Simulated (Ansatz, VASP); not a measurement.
## AlN in VASP and in Ansatz

File INCAR:

```
SYSTEM = AlN
ALGO = Normal
EDIFF = 1E-7
ENCUT = 520
GGA = PS
ISIF = 2
ISMEAR = -1
LASPH = .TRUE.
LCHARG = .FALSE.
LREAL = .FALSE.
LWAVE = .FALSE.
NBANDS = 16
NELM = 80
PREC = Accurate
SIGMA = 0.03
```

KPOINTS

```
k-points
0
G
  10 10 6
  0 0 0
```

The input POSCAR:

```
AlN
1.0
    3.1213377828      0.0000000000      0.0000000000
   -1.5606688914      2.7031578137      0.0000000000
    0.0000000000      0.0000000000      4.9945383275
Al N
2 2
Direct
    0.3333333333      0.6666666667      0.0000000000
    0.6666666667      0.3333333333      0.5000000000
    0.3333333333      0.6666666667      0.3850000000
    0.6666666667      0.3333333333      0.8850000000
```

Input for Ansatz:

```yaml
crystal:
  lattice:
    - [3.1213377828, 0.0, 0.0]
    - [-1.5606688914, 2.7031578137, 0.0]
    - [0.0, 0.0, 4.9945383275]
  atoms:
    - { symbol: Al, position: [0.3333333333, 0.6666666667, 0.0] }
    - { symbol: Al, position: [0.6666666667, 0.3333333333, 0.5] }
    - { symbol: "N", position: [0.3333333333, 0.6666666667, 0.385] }
    - { symbol: "N", position: [0.6666666667, 0.3333333333, 0.885] }
kpoints:
  mp_grid: { grid: [10, 10, 6] }
  band_path:
    path:
      - [0.0, 0.0, 0.0]
      - [0.5, 0.0, 0.0]
      - [0.3333333333, 0.3333333333, 0.0]
      - [0.0, 0.0, 0.0]
      - [0.0, 0.0, 0.5]
      - [0.5, 0.0, 0.5]
      - [0.3333333333, 0.3333333333, 0.5]
      - [0.0, 0.0, 0.5]
      - [0.5, 0.0, 0.5]
    npoints: 5
scf:
  occupations: { method: fermi_dirac, width: 0.03 }
hamiltonian:
  xc: pbesol
  pseudopotentials: { kind: all_electron, lapw: { basis_error: 0.001 } }
output:
  forces: true
  stress: true
  eigenvalues: true
```

Change from the starting cell: volume scaled by 1.01.

Alike in both runs: task single point; functional PBEsol; k mesh 10 × 10 × 6; occupations fermi-dirac, width 0.03 eV; no spin polarisation.

|  | VASP | Ansatz |
| --- | --- | --- |
| version | VASP 6.6.1 | Ansatz 0.2.0 |
| potentials or method | VASP PAW PBE potentials, release 64 (Al, N) | all-electron LAPW, scalar-relativistic |
| plane-wave cutoff (eV) | 520 | see its input |

|  | VASP | Ansatz | Ansatz less VASP |
| --- | --- | --- | --- |
| gap on the k mesh at the Fermi level (eV) | 4.00 | 4.00 | -0.006 |
| pressure (GPa) | -1.5 | -1.6 | -0.10 |
| largest component of the traceless stress (GPa) | 1.16 | 1.13 | -0.028 |
| rms of the force components (eV/Å) | 0.102 | 0.102 | -0.0005 |

Atom by atom the forces differ by 0.001 eV/Å (rms over components). Ansatz ran all-electron here, so the differences hold the error of VASP's frozen core and of both bases.

Caveats: the PAW data sets were made with another functional, which shifts forces and pressure a little (VASP).
